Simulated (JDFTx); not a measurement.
NaF (Villiaumite) under changes of volume

One of the cells (12.487 Å³/atom); the others are scaled copies at fixed shape and fractional positions:

```
Na F
1.0
     0.00000    2.32000    2.32000
     2.32000    0.00000    2.32000
     2.32000    2.32000    0.00000
Na F
1 1
Direct
  0.00000 0.00000 0.00000
  0.50000 0.50000 0.50000
```

* Program: JDFTx 1.7.0 (patched build)
* Functional: r2SCAN
* Potentials or basis: SG15-PBE-1.2 with smoothed tails
* Cutoff: 1361 eV
* Density cutoff: 10885 eV
* k mesh: 10 × 10 × 10
* Occupations: fermi-dirac, width 0.05 eV
* Spin: no spin polarisation

```csv
volume (Å³/atom),energy over the lowest point (meV/atom),pressure (GPa),gap on the mesh (eV)
11.738,?,?,?
11.988,1.30,1.4,7.40
12.237,0.00,0.2,7.28
12.487,0.42,-0.8,7.16
12.737,2.32,-1.7,7.05
12.987,5.64,-2.6,6.95
13.236,10.19,-3.3,6.85
```

**Question.** What does the run at 11.738 Å³/atom give?

**Answer.** Energy over the lowest point 4.54 meV/atom; pressure 2.7 GPa; gap on the mesh 7.52 eV.

Worked out: A Birch-Murnaghan fit of order 3 (a polynomial in V^(-2/3)) to the other rows has its minimum at 12.30 Å³/atom with B0 = V·E''(V) = 52 GPa and B' = 3.8. It gives 4.45 meV/atom at 11.738 Å³/atom, against the run's 4.54, and -dE/dV = 2.7 GPa, against 2.7. A straight line through the other rows of the gap, of slope -5.55 eV per unit of ln V (its deformation potential), extrapolates to 7.51 eV, against the run's 7.52.

Caveats: the potentials were made for another functional, which shifts forces and pressure.

A mesh can miss the band edges.
